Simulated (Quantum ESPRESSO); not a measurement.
Crystal: CuO.

```
Cu O
1.0
     2.83633    0.00000    0.00000
    -1.41816    2.45633    0.00000
     0.00000    0.00000    2.76811
Cu O
1 1
Cartesian
  0.0000 0.0000 0.0000
  1.4182 0.8188 1.3841
```

Measurements of this composition are mostly on another form, of space group No. 15.

Program: Quantum ESPRESSO 7.5. Alike in all runs: potentials or basis SSSP 1.3 efficiency PBE; no spin polarisation; cell as given; k mesh 11 × 11 × 10; cutoff (eV) 748; smearing fermi-dirac 0.05 eV.

Order these runs on this cell by their pressure, lowest first.
A. level LDA; hubbard projectors ortho-atomic; form of the LDA correlation PZ81; mixing beta 0.5; dos occupations tetrahedra_opt
B. level LDA+U; U Cu d U = 5 eV; hubbard projectors ortho-atomic; form of the LDA correlation PZ81; mixing beta 0.3; dos occupations tetrahedra_opt
C. level LDA+U; U Cu d U = 2 eV; hubbard projectors ortho-atomic; form of the LDA correlation PZ81; mixing beta 0.3; dos occupations tetrahedra_opt
D. level PBE; mixing beta 0.5

A (-16.5 GPa), C (-15.0 GPa), B (-12.2 GPa), D (-1.0 GPa).

Caveats: an odd number of electrons without spin polarisation forces a metal; a magnetic or distorted state may lie lower; the run has no spin polarisation, though such a crystal can be magnetic; the potentials were made for another functional, which shifts forces and pressure (some runs); U without spin polarisation on a metal has little footing (some runs).

Not every run made on this cell is shown here.
